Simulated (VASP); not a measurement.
**VASP 6.6.1 run: GaAs**

INCAR

```
NBANDS = 16
NSW = 0
ENCUT = 520
SIGMA = 0.02
ISIF = 2
IBRION = -1
NELM = 78
ISYM = -1
ISMEAR = -1
LREAL = .FALSE.
GGA = PE
LASPH = .TRUE.
LCHARG = .FALSE.
LWAVE = .FALSE.
PREC = Accurate
EDIFF = 1E-7
```

KPOINTS

```
KPOINTS created by Atomic Simulation Environment
0
Gamma
4 4 4
0 0 0
```

POSCAR

```
Ga As
 1.0000000000000000
     0.0000000000000000    2.8330850946999999    2.8622658712000000
     2.8330850946999999    0.0000000000000000    2.8622658712000000
     2.8330850946999999    2.8330850946999999    0.0000000000000000
 Ga  As
   1   1
Cartesian
  0.0000000000000000  0.0000000000000000  0.0000000000000000
  1.4165425473499997  1.4165425473499997  1.4311329355999998
```

The recommended PBE PAW datasets give the neutral cell 18 valence electrons.

Command

```
mpirun -np 1 vasp_std
```

OSZICAR

```
N       E                     dE             d eps       ncg     rms          rms(c)
DAV:   1     0.838425980588E+02    0.83843E+02   -0.88594E+03  2088   0.155E+03
DAV:   2    -0.171862013522E+01   -0.85561E+02   -0.81401E+02  2400   0.307E+02
DAV:   3    -0.816991577911E+01   -0.64513E+01   -0.64319E+01  2448   0.661E+01
DAV:   4    -0.826792378988E+01   -0.98008E-01   -0.97993E-01  2560   0.899E+00
DAV:   5    -0.826932546294E+01   -0.14017E-02   -0.14016E-02  2560   0.977E-01    0.293E+00
DAV:   6    -0.810666115792E+01    0.16266E+00   -0.23818E-01  3120   0.817E+00    0.176E+00
DAV:   7    -0.808507407511E+01    0.21587E-01   -0.73750E-02  2712   0.187E+00    0.585E-01
DAV:   8    -0.808663346838E+01   -0.15594E-02   -0.12426E-02  2424   0.125E+00    0.115E-01
DAV:   9    -0.808719023535E+01   -0.55677E-03   -0.11732E-03  2312   0.416E-01    0.541E-02
DAV:  10    -0.808728494587E+01   -0.94711E-04   -0.94526E-05  2840   0.947E-02    0.303E-02
DAV:  11    -0.808735371431E+01   -0.68768E-04   -0.95656E-05  2216   0.735E-02    0.360E-03
DAV:  12    -0.808735397276E+01   -0.25845E-06   -0.16549E-06  2832   0.162E-02    0.170E-03
DAV:  13    -0.808735442727E+01   -0.45451E-06   -0.78469E-07  2320   0.671E-03    0.823E-04
DAV:  14    -0.808735440554E+01    0.21726E-07   -0.20127E-08  2216   0.162E-03
   1 F= -.80873544E+01 E0= -.80873533E+01  d E =-.215542E-05
```

From OUTCAR

```
k-points           NKPTS =     64   k-points in BZ     NKDIM =     64   number of bands    NBANDS=     16

   NELECT =      18.0000    total number of electrons

   dimension x,y,z NGX =    30 NGY =   30 NGZ =   30
   dimension x,y,z NGXF=    60 NGYF=   60 NGZF=   60

  energy-cutoff  :      520.00
  volume of cell :       45.95
      direct lattice vectors                 reciprocal lattice vectors
     0.000000000  2.833085095  2.862265871    -0.176486051  0.176486051  0.174686777
     2.833085095  0.000000000  2.862265871     0.176486051 -0.176486051  0.174686777
     2.833085095  2.833085095  0.000000000     0.176486051  0.176486051 -0.174686777

 k-points in reciprocal lattice and weights: KPOINTS created by Atomic Simulation Env
   0.00000000  0.00000000  0.00000000       0.016
   0.25000000  0.00000000  0.00000000       0.016
   0.50000000  0.00000000  0.00000000       0.016
  -0.25000000 -0.00000000  0.00000000       0.016
   0.00000000  0.25000000  0.00000000       0.016
   0.25000000  0.25000000  0.00000000       0.016
   0.50000000  0.25000000  0.00000000       0.016
  -0.25000000  0.25000000  0.00000000       0.016
   ...

 E-fermi :   4.0322

 k-point     1 :       0.0000    0.0000    0.0000
  band No.  band energies     occupation
      1     -11.0131      2.00000
      2     -11.0103      2.00000
      3     -11.0103      2.00000
      4     -10.9385      2.00000
      5     -10.9367      2.00000
      6      -8.7834      2.00000
      7       3.7848      1.99999
      8       3.8444      1.99983
      9       3.8444      1.99983
     10       4.2056      0.00034
     11       7.5050      0.00000
     12       7.5050      0.00000
     13       7.5339      0.00000
     14      11.3527      0.00000
     15      13.7745      0.00000
     16      13.9735      0.00000

 k-point     2 :       0.2500    0.0000    0.0000
  band No.  band energies     occupation
      1     -11.0496      2.00000
      2     -11.0016      2.00000
      3     -10.9999      2.00000
      4     -10.9384      2.00000
      5     -10.9361      2.00000
      6      -8.1077      2.00000
      7      -0.2952      2.00000
      8       3.1253      2.00000
      9       3.1893      2.00000
     10       5.1991      0.00000
     11       8.3602      0.00000
     12       8.3801      0.00000
     13       9.6933      0.00000
     14      12.6985      0.00000
     15      12.8183      0.00000
     16      12.8238      0.00000

 k-point     3 :       0.5000    0.0000    0.0000
  band No.  band energies     occupation
      1     -11.0829      2.00000
      2     -10.9939      2.00000
      3     -10.9924      2.00000
      4     -10.9352      2.00000
      5     -10.9325      2.00000
      6      -7.0642      2.00000
      7      -2.7459      2.00000
      8       2.6595      2.00000
      9       2.7422      2.00000
     10       4.7561      0.00000
     11       8.3901      0.00000
     12       8.4561      0.00000
     13      11.5506      0.00000
     14      14.1053      0.00000
     15      15.5418      0.00000
     16      15.6281      0.00000

 ...

  Total        0.7668659      0.7668664      0.5850552      0.0000089      0.0000064      0.0000060
  in kB       26.7405784     26.7405960     20.4008476      0.0003117      0.0002220      0.0002106
  external PRESSURE =      24.6273407 kB  Pullay stress =       0.0000000 kB

 POSITION                                       TOTAL-FORCE (eV/Angst)
 -----------------------------------------------------------------------------------
      0.00000      0.00000      0.00000        -0.000001     -0.000001     -0.000002
      1.41654      1.41654      1.43113         0.000001      0.000001      0.000002
 -----------------------------------------------------------------------------------
    total drift:                               -0.000006     -0.000007     -0.000007

  FREE ENERGIE OF THE ION-ELECTRON SYSTEM (eV)
  ---------------------------------------------------
  free  energy   TOTEN  =        -8.0873544055 eV

  energy  without entropy=       -8.0873522501  energy(sigma->0) =       -8.08735333
```

It converged. Results: gap between bands v and c on the k mesh 0.36 eV; least direct gap on the k mesh 0.36 eV; pressure 2.5 GPa. Band v is the last that the valence electrons fill when counted band by band, and c is the next.

These settings aren't sound, so the numbers aren't properties of the crystal.

On sound settings PBE gives a gap of 0.37 eV on its mesh and a pressure of 2.2 GPa for the intended cell.

The run took about 52 s on one core of a shared host (Intel Xeon Platinum 8488C) and held 0.2 GiB at most.
